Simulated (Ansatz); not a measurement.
Here is an Ansatz 0.2.0 calculation.

input.yaml

```yaml
crystal:
  lattice:
    - [0.0, 2.2239077028, 2.2239077028]
    - [2.2239077028, 0.0, 2.2239077028]
    - [2.2239077028, 2.2239077028, 0.0]
  atoms:
    - { symbol: Mn, position: [0.0, 0.0, 0.0], spin: 4.0 }
    - { symbol: O, position: [0.5, 0.5, 0.5] }
hamiltonian:
  xc: { exchange: r2scan, correlation: r2scan, exx: { coeff: 0.1 } }
  pseudopotentials: { kind: paw }
magnetization:
  spin_polarized: true
kpoints:
  mp_grid: { grid: [6, 6, 6] }
scf:
  occupations: { method: fermi_dirac, width: 0.05 }
output:
  forces: true
  stress: true
  eigenvalues: true
```

Potentials or basis: Ansatz PAW.

Run with:

```bash
$ ansatz run input.yaml --threads 2 --pin off --max-ram 5632MiB --backend cpu --events-out ev --progress --plain --runs-dir out
```

(1) Predict the pressure.

(2) What does it give for the absolute moment?

(3) Predict the site moments.

## Answers

(1) -0.4 GPa.

(2) 5.00 μB per cell.

(3) Mn +4.30; O +0.24 μB.

Caveat: the magnetic or orbital state may not be the lowest; a cell with one magnetic atom can't hold antiferromagnetic order, which such compounds often take; the PAW data sets come from PBE, with cores solved anew for the run's functional, which leaves a small shift of forces and pressure; the thresholds are loose for stress.
